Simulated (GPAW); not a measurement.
# V (Im-3m) in GPAW: further runs

The runs below take V through single point, with PBE.

Program: GPAW 26.7.0. These are calculated values, not measurements. Logs are shortened: lines on timing, memory, paths and dates and some standing lists are left out, and cuts for length are marked. The log counts tension as positive stress, the text compression.

## (1) The structure

It takes space group Im-3m (No. 229, cubic). The conventional cell has a = 3.029 Å, b = 3.029 Å, c = 3.029 Å, α = 90.00°, β = 90.00°, γ = 90.00°. V (site symmetry m-3m) has 8 V at 2.62 Å as nearest neighbours.

## (2) Single point, PBE, collinear spin, ferromagnetic start

run.py reads:

```python
from ase.dft.bandgap import bandgap
from ase.io import read, write
from ase.units import GPa
from gpaw import GPAW, PW

atoms = read('V.xyz')
atoms.set_initial_magnetic_moments([2.0])

calc = GPAW(mode=PW(600),
            xc='PBE',
            kpts={'size': (12, 12, 12), 'gamma': True},
            occupations={'name': 'methfessel-paxton', 'order': 0, 'width': 0.016},
            nbands=15,
            convergence={'density': 1e-05, 'energy': 1e-05},
            maxiter=150,
            txt='gpaw.txt')
atoms.calc = calc
energy = atoms.get_potential_energy()
forces = atoms.get_forces()
stress = atoms.get_stress()
calc.write('gs.gpw')
write('result.traj', atoms)
print(f'Energy: {energy:.6f} eV')
print('Forces (eV/A):')
print(forces.round(4))
print('Stress (GPa):', (stress / GPa).round(3))
print('Moments:', calc.get_magnetic_moments().round(3))
print('Fermi level:', round(calc.get_fermi_level(), 4), 'eV')
print(f'Gap: {bandgap(calc)[0]:.4f} eV, direct: {bandgap(calc, direct=True)[0]:.4f} eV')
```

V.xyz reads:

```xyz
1
Lattice="-1.5143500000 1.5143500000 1.5143500000 1.5143500000 -1.5143500000 1.5143500000 1.5143500000 1.5143500000 -1.5143500000" Properties=species:S:1:pos:R:3 pbc="T T T"
V      0.0000000000      0.0000000000      0.0000000000
```

Potentials or basis: GPAW PAW data sets (gpaw-data 1.2.1), pw.

Command:

```console
$ OMP_NUM_THREADS=1 python run.py
```

gpaw.txt:

```text
__  _  _
 | _ |_)|_||  |
 |__||  | ||/\| - 26.7.0

Input parameters:
  mode=PW(ecut=600.0),
  convergence={'density': 1e-05, 'energy': 1e-05},
  kpts=MonkhorstPack(size=(12, 12, 12), gamma=True),
  maxiter=150,
  nbands=15,
  occupations=Occupations(name='methfessel-paxton', order=0, width=0.016),
  xc=XC(name='PBE')

Diagonalizing LCAO Hamiltonian
Converting LCAO to pw mode

       V

Atoms  # Å, Bohr magnetons
|   | symbol |        x |        y |        z |    initial magnetic moments |
|---|--------|----------|----------|----------|-----------------------------|
| 0 |      V | 0.000000 | 0.000000 | 0.000000 | ( 0.0000,  0.0000,  2.0000) |

Unit cell  # Å
| periodic |         x |         y |         z |  lengths |     angles |
|----------|-----------|-----------|-----------|----------|------------|
|      yes | -1.514350 |  1.514350 |  1.514350 | 2.622931 | 109.471221 |
|      yes |  1.514350 | -1.514350 |  1.514350 | 2.622931 | 109.471221 |
|      yes |  1.514350 |  1.514350 | -1.514350 | 2.622931 | 109.471221 |

Number of symmetries: 48
Symmetry operations  # r_c * U_cc + t_c -> r_c
|    | kind |            matrix            |
|----|------|------------------------------|
|  0 |  σ   |  1, 1, 1,  0, 0,-1,  0,-1, 0 |
|  1 |  C4  |  1, 1, 1,  0, 0,-1, -1, 0, 0 |
|  2 |  C2  |  1, 1, 1,  0,-1, 0,  0, 0,-1 |
|  3 |  S6  |  1, 1, 1,  0,-1, 0, -1, 0, 0 |
|  4 |  S6  |  1, 1, 1, -1, 0, 0,  0, 0,-1 |
|  5 |  C4  |  1, 1, 1, -1, 0, 0,  0,-1, 0 |
|  6 |  E   |  1, 0, 0,  0, 1, 0,  0, 0, 1 |
|  7 |  σ   |  1, 0, 0,  0, 1, 0, -1,-1,-1 |
|  8 |  σ   |  1, 0, 0,  0, 0, 1,  0, 1, 0 |
|  9 |  C3  |  1, 0, 0,  0, 0, 1, -1,-1,-1 |
| 10 |  C3  |  1, 0, 0, -1,-1,-1,  0, 1, 0 |
| 11 |  σ   |  1, 0, 0, -1,-1,-1,  0, 0, 1 |
| 12 |  σ   |  0, 1, 0,  1, 0, 0,  0, 0, 1 |
| 13 |  C2  |  0, 1, 0,  1, 0, 0, -1,-1,-1 |
| 14 |  C3  |  0, 1, 0,  0, 0, 1,  1, 0, 0 |
| 15 |  S4  |  0, 1, 0,  0, 0, 1, -1,-1,-1 |
| 16 |  S4  |  0, 1, 0, -1,-1,-1,  1, 0, 0 |
| 17 |  C3  |  0, 1, 0, -1,-1,-1,  0, 0, 1 |
| 18 |  C3  |  0, 0, 1,  1, 0, 0,  0, 1, 0 |
| 19 |  S4  |  0, 0, 1,  1, 0, 0, -1,-1,-1 |
| 20 |  σ   |  0, 0, 1,  0, 1, 0,  1, 0, 0 |
| 21 |  C3  |  0, 0, 1,  0, 1, 0, -1,-1,-1 |
| 22 |  C2  |  0, 0, 1, -1,-1,-1,  1, 0, 0 |
| 23 |  S4  |  0, 0, 1, -1,-1,-1,  0, 1, 0 |
| 24 |  C4  |  0, 0,-1,  1, 1, 1,  0,-1, 0 |
| 25 |  σ   |  0, 0,-1,  1, 1, 1, -1, 0, 0 |
| 26 |  S6  |  0, 0,-1,  0,-1, 0,  1, 1, 1 |
| 27 |  C2  |  0, 0,-1,  0,-1, 0, -1, 0, 0 |
| 28 |  C4  |  0, 0,-1, -1, 0, 0,  1, 1, 1 |
| 29 |  S6  |  0, 0,-1, -1, 0, 0,  0,-1, 0 |
| 30 |  S6  |  0,-1, 0,  1, 1, 1,  0, 0,-1 |
| 31 |  C4  |  0,-1, 0,  1, 1, 1, -1, 0, 0 |
| 32 |  C4  |  0,-1, 0,  0, 0,-1,  1, 1, 1 |
| 33 |  S6  |  0,-1, 0,  0, 0,-1, -1, 0, 0 |
| 34 |  σ   |  0,-1, 0, -1, 0, 0,  1, 1, 1 |
| 35 |  C2  |  0,-1, 0, -1, 0, 0,  0, 0,-1 |
| 36 |  C2  | -1, 0, 0,  1, 1, 1,  0, 0,-1 |
| 37 |  S6  | -1, 0, 0,  1, 1, 1,  0,-1, 0 |
| 38 |  S6  | -1, 0, 0,  0, 0,-1,  1, 1, 1 |
| 39 |  C2  | -1, 0, 0,  0, 0,-1,  0,-1, 0 |
| 40 |  C2  | -1, 0, 0,  0,-1, 0,  1, 1, 1 |
| 41 |  i   | -1, 0, 0,  0,-1, 0,  0, 0,-1 |
| 42 |  S4  | -1,-1,-1,  1, 0, 0,  0, 1, 0 |
| 43 |  C3  | -1,-1,-1,  1, 0, 0,  0, 0, 1 |
| 44 |  C3  | -1,-1,-1,  0, 1, 0,  1, 0, 0 |
| 45 |  σ   | -1,-1,-1,  0, 1, 0,  0, 0, 1 |
| 46 |  S4  | -1,-1,-1,  0, 0, 1,  1, 0, 0 |
| 47 |  C2  | -1,-1,-1,  0, 0, 1,  0, 1, 0 |

BZ-sampling:
  Number of BZ points: 1728
  Number of IBZ points: 72

  Monkhorst-Pack size: [12, 12, 12]
  Monkhorst-Pack shift: [0.041666666666666664, 0.041666666666666664, 0.041666666666666664]

K-points  # in reciprocal-cell coordinates
|     |                                coordinates |     weight |
|-----|--------------------------------------------|------------|
|   0 | ( -0.00000000,  -0.00000000,  -0.00000000) | 0.00057870 |
|   1 | (  0.08333333,  -0.00000000,  -0.00000000) | 0.00694444 |
|   2 | (  0.08333333,   0.08333333,  -0.08333333) | 0.00347222 |
|   3 | (  0.16666667,  -0.00000000,  -0.08333333) | 0.01388889 |
|   4 | (  0.16666667,  -0.00000000,  -0.00000000) | 0.00694444 |
|   5 | (  0.16666667,   0.08333333,  -0.08333333) | 0.01388889 |
|   6 | (  0.16666667,   0.16666667,  -0.16666667) | 0.00347222 |
|   7 | (  0.25000000,  -0.08333333,  -0.08333333) | 0.00462963 |
|   8 | (  0.25000000,  -0.00000000,  -0.08333333) | 0.02777778 |
|   9 | (  0.25000000,  -0.00000000,  -0.00000000) | 0.00694444 |
| ... |                                            |            |
|  71 | (  0.50000000,   0.50000000,   0.50000000) | 0.00057870 |

Plane wave coefficients: 476
Cutoff: 600.0 eV

Spin-components: 2 (collinear spins)
Bands:           15
Projectors:      6
Spin-degeneracy: 1
Datatype:        complex128

Parallelization:
  kpt:    1
  domain: 1
  band:   1

Density:
  Valence electrons: 13.0
  Components: 2
  Grid points: [15 15 15]
  Charge: 0.0  # |e|

Potential:
  Grid points: [15 15 15]

species:
  V:
    name:    Vanadium
    Z:       23.0
    valence: 13
    core:    10
    charge:  0.0  # [|e|]
    compensation charges:
      type: gauss
      rc: 0.37  # [Å]
      lmax: 2
    cutoffs:
      filter: 2.14  # [Å]
      core: 0.96  # [Å]
    projectors
    | kind |    occ | energy [eV] | rcut [Å] |
    |------|--------|-------------|----------|
    |   3s |  2.000 |     -70.222 |    1.254 |
    |   4s |  2.000 |      -4.702 |    1.254 |
    |   3p |  6.000 |     -44.043 |    1.281 |
    |   4p |  0.000 |      -1.444 |    1.281 |
    |   3d |  3.000 |      -5.164 |    1.169 |
    |    d |        |      22.047 |    1.169 |

    Using partial waves for V as LCAO basis

Reference energy: -25820.495562  # eV

eigensolver:
  PPCG
  Converge bands: occupied
  niter=2

density mixing:
  MSR1-Mixer
  Pratt-step length: 0.05
  Maximum mixing coefficient: 0.75
  Old densities: 10
  SVD Regularization: 0.005
  Good broyden scale: 1.0
  Trust region scale: 1.0
  Backstep threshold: 4.0
  History deletion threshold: 6.0
  Fourier metric: weight=20.0, sigma=0.015

occupation numbers:
  Methfessel-Paxton:
    width: 0.0160  # eV
    order: 0

poisson solver:
  ecut: 4800.0  # eV

xc functional:
  name: PBE with 2 nearest neighbor stencil

convergence criteria:
- Maximum integral of absolute [dens]ity change: 1e-05 electrons / valence electron
- Maximum [total energy] change in last 3 cyles: 1e-05 eV / valence electron
- Maximum integral of absolute [eigenst]ate change: 4e-08 eV^2 / valence electron
maximum number of iterations: 150

SCF iterations
|iter     | |      energy | eigst |  dens |  magmom |
|---------|-|-------------|-------|-------|---------|
|iter:   1| |   -8.465150 | +0.28 |       |  +2.0071|
|iter:   2| |   -8.396125 | -2.55 | -0.81 |  +1.9464|
|iter:   3| |   -8.417352 | -1.89 | -0.85 |  +1.1448|
|iter:   4| |   -8.468762 | -3.38 | -1.35 |  +0.8527|
|iter:   5| |   -8.487662 | -3.50 | -1.67 |  +0.5748|
|iter:   6| |   -8.490049 | -4.64 | -2.13 |  +0.4682|
|iter:   7| |   -8.493716 | -4.23 | -2.44 |  +0.3615|
|iter:   8| |   -8.497364 | -4.48 | -2.05 |  +0.2565|
|iter:   9| |   -8.498876 | -4.49 | -2.24 |  +0.2081|
|iter:  10| |   -8.499895 | -4.46 | -2.39 |  +0.1252|
|iter:  11| |   -8.499978 | -5.16 | -3.11 |  +0.1203|
|iter:  12| |   -8.500012c| -5.22 | -3.37 |  +0.1052|
|iter:  13| |   -8.500010c| -6.46 | -3.95 |  +0.0964|
|iter:  14| |   -8.500013c| -6.54 | -3.40 |  +0.1018|
|iter:  15| |   -8.500009c| -6.69 | -3.81 |  +0.1089|
|iter:  16| |   -8.500012c| -6.83 | -3.93 |  +0.1066|
|iter:  17| |   -8.500012c| -7.59c| -4.60 |  +0.1059|
|iter:  18| |   -8.500012c| -8.30c| -5.61c|  +0.1059|

Converged in 18 steps
Energy contributions relative to reference atoms: (reference = -25820.495562)

Energy contributions:
  Kinetic:          -3.522766
  Coulomb:           2.394730
  Zero:              0.144389
  External:          0.000000
  Xc:               -7.516246
  Entropy:          -0.000239
  Spinorbit:         0.000000
  ----------------------------
  Free energy:      -8.500131
  Extrapolated:     -8.500012

dipole moment: (-3.666500, -3.666500, -3.666500)  # |e|*Ang

Total magnetic moment: (0.000000, 0.000000, 0.105889)

Local magnetic moments
|        x |        y |        z |
|----------|----------|----------|
| 0.000000 | 0.000000 | 0.088511 |  # V    0

Fermi level: 9.084
Eigenvalues  # (at kpt = [-0.000, -0.000, -0.000])
| band index |      eig [eV] | occ [0-1] |      eig [eV] | occ [0-1] |
|------------|---------------|-----------|---------------|-----------|
|          0 |       -54.696 |     1.000 |       -54.610 |     1.000 |
|          1 |       -28.062 |     1.000 |       -27.976 |     1.000 |
|          2 |       -28.062 |     1.000 |       -27.976 |     1.000 |
|          3 |       -28.062 |     1.000 |       -27.976 |     1.000 |
|          4 |         2.600 |     1.000 |         2.652 |     1.000 |
|          5 |         9.474 |     0.000 |         9.580 |     0.000 |
|          6 |         9.474 |     0.000 |         9.580 |     0.000 |
|          7 |         9.474 |     0.000 |         9.580 |     0.000 |
|          8 |        11.414 |     0.000 |        11.465 |     0.000 |
|          9 |        11.414 |     0.000 |        11.465 |     0.000 |
|         10 |        29.583 |     0.000 |        29.628 |     0.000 |
|         11 |        29.583 |     0.000 |        29.628 |     0.000 |
|         12 |        29.583 |     0.000 |        29.628 |     0.000 |
|        ... |               |           |               |           |
|         14 |        35.918 |     0.000 |        35.935 |     0.000 |

No gap
No difference between direct/indirect transitions

Forces  # eV/Ang
|        x |       y |       z |
|----------|---------|---------|
| -0.00000 | 0.00000 | 0.00000 |  # V    0

Stress tensor  # eV/Ang^3
|         x |         y |        z |
|-----------|-----------|----------|
|  0.026059 | -0.000000 | 0.000000 |
| -0.000000 |  0.026059 | 0.000000 |
|  0.000000 |  0.000000 | 0.026059 |

# Writing to gs.gpw (mode='')
```

Run time: 33 s. Hardware: 1 thread of Arm Neoverse V1, shared host; peak memory 0.15 GiB.

What came out:

* Free energy: -8.5001 eV
* Pressure: -4.2 GPa
* Band gap on the k mesh: none (metal or under the smearing width)
* Net moment: 0.11 μB per cell
* Site moments: V +0.09 μB

## (3) Single point, PBE, collinear spin, ferromagnetic start

run.py, as its differences from that of step 2:

```diff
@@ -2,6 +2,7 @@
 from ase.io import read, write
-from ase.units import GPa
+from ase.units import Bohr, GPa
 from gpaw import GPAW, PW
+from gpaw.elf import elf_from_dft_calculation
 
-atoms = read('V.xyz')
+atoms = read('POSCAR')
 atoms.set_initial_magnetic_moments([2.0])
@@ -11,3 +12,3 @@
             kpts={'size': (12, 12, 12), 'gamma': True},
-            occupations={'name': 'methfessel-paxton', 'order': 0, 'width': 0.016},
+            occupations={'name': 'methfessel-paxton', 'order': 0, 'width': 0.017},
             nbands=15,
@@ -29 +30,7 @@
 print(f'Gap: {bandgap(calc)[0]:.4f} eV, direct: {bandgap(calc, direct=True)[0]:.4f} eV')
+
+# fields on the real-space grid
+write('density.cube', atoms, data=calc.get_pseudo_density() * Bohr**3)
+write('potential.cube', atoms, data=calc.get_electrostatic_potential())
+write('spin.cube', atoms, data=(calc.get_pseudo_density(spin=0) - calc.get_pseudo_density(spin=1)) * Bohr**3)
+write('elf.cube', atoms, data=elf_from_dft_calculation(calc).data)
```

POSCAR reads:

```
V
1.0
   -1.5143500000      1.5143500000      1.5143500000
    1.5143500000     -1.5143500000      1.5143500000
    1.5143500000      1.5143500000     -1.5143500000
V
1
Direct
    0.0000000000      0.0000000000      0.0000000000
```

Potentials or basis: GPAW PAW data sets (gpaw-data 1.2.1), pw.

Command:

```console
$ OMP_NUM_THREADS=1 python run.py
```

Wall time 32 s (1 thread of Arm Neoverse V1, shared host); peak memory 0.15 GiB.

It converged, with:

```
Free energy            : -8.5001 eV
Pressure               : -4.2 GPa
Band gap on the k mesh : none (metal or under the smearing width)
Net moment             : 0.11 μB per cell
Site moments           : V +0.09 μB
```

Levels at points of the mesh, in eV from the Fermi level:
Spin up:
| k point | band 3 | band 4 | band 5 | band 6 | band 7 | band 8 | band 9 | band 10 |
| --- | --- | --- | --- | --- | --- | --- | --- | --- |
| (0.00, 0.00, 0.00) | -37.15 | -37.15 | -6.48 | 0.39 | 0.39 | 0.39 | 2.33 | 2.33 |
| (0.50, 0.50, 0.00) | -37.40 | -37.15 | -3.03 | -1.07 | 1.54 | 2.32 | 2.67 | 3.94 |
| (0.50, 0.50, 0.50) | -37.70 | -37.70 | -2.81 | -2.81 | 3.57 | 3.57 | 3.57 | 9.94 |
Spin down:
```csv
k point,band 3,band 4,band 5,band 6,band 7,band 8,band 9,band 10
"(0.00, 0.00, 0.00)",-37.06,-37.06,-6.43,0.50,0.50,0.50,2.38,2.38
"(0.50, 0.50, 0.00)",-37.31,-37.07,-2.96,-0.97,1.59,2.39,2.72,4.05
"(0.50, 0.50, 0.50)",-37.61,-37.61,-2.76,-2.76,3.67,3.67,3.67,10.01
```

## (4) Single point, PBE, collinear spin, ferromagnetic start

run.py reads:

```python
from ase import Atoms
from ase.dft.bandgap import bandgap
from ase.io import write
from ase.units import GPa
from gpaw import GPAW, PW

atoms = Atoms(['V'],
              cell=[[-1.51435, 1.51435, 1.51435],
                    [1.51435, -1.51435, 1.51435],
                    [1.51435, 1.51435, -1.51435]],
              scaled_positions=[[0.0, 0.0, 0.0]],
              pbc=True)
atoms.set_initial_magnetic_moments([2.0])

calc = GPAW(mode=PW(600),
            xc='PBE',
            kpts={'size': (12, 12, 12), 'gamma': True},
            occupations={'name': 'methfessel-paxton', 'order': 0, 'width': 0.018000000000000002},
            nbands=15,
            convergence={'density': 1e-05, 'energy': 1e-05},
            maxiter=150,
            txt='gpaw.txt')
atoms.calc = calc
energy = atoms.get_potential_energy()
forces = atoms.get_forces()
stress = atoms.get_stress()
calc.write('gs.gpw')
write('result.traj', atoms)
print(f'Energy: {energy:.6f} eV')
print('Forces (eV/A):')
print(forces.round(4))
print('Stress (GPa):', (stress / GPa).round(3))
print('Moments:', calc.get_magnetic_moments().round(3))
print('Fermi level:', round(calc.get_fermi_level(), 4), 'eV')
print(f'Gap: {bandgap(calc)[0]:.4f} eV, direct: {bandgap(calc, direct=True)[0]:.4f} eV')
```

Command:

```console
$ OMP_NUM_THREADS=1 python run.py
```

Run time: 29 s. Hardware: 1 thread of Arm Neoverse V1, shared host; peak memory 0.14 GiB.

It converged, with:

- Free energy: -8.5002 eV
- Pressure: -4.2 GPa
- Band gap on the k mesh: none (metal or under the smearing width)
- Net moment: 0.11 μB per cell
- Site moments: V +0.09 μB

Levels at points of the mesh, in eV from the Fermi level:
Spin up:
| k point | band 2 | band 3 | band 4 | band 5 | band 6 | band 7 | band 8 | band 9 | band 10 | band 11 |
| --- | --- | --- | --- | --- | --- | --- | --- | --- | --- | --- |
| (0.00, 0.00, 0.00) | -37.15 | -37.15 | -37.15 | -6.48 | 0.39 | 0.39 | 0.39 | 2.33 | 2.33 | 20.50 |
| (0.50, 0.50, 0.00) | -37.95 | -37.40 | -37.15 | -3.03 | -1.07 | 1.54 | 2.32 | 2.67 | 3.94 | 9.85 |
| (0.50, 0.50, 0.50) | -37.70 | -37.70 | -37.70 | -2.81 | -2.81 | 3.57 | 3.57 | 3.57 | 9.94 | 9.94 |
Spin down:
```csv
k point,band 4,band 5,band 6,band 7,band 8,band 9
"(0.00, 0.00, 0.00)",-37.06,-6.43,0.50,0.50,0.50,2.38
"(0.50, 0.50, 0.00)",-37.07,-2.96,-0.97,1.58,2.39,2.72
"(0.50, 0.50, 0.50)",-37.61,-2.77,-2.77,3.67,3.67,3.67
```

(Continued in part 2 of 2.)
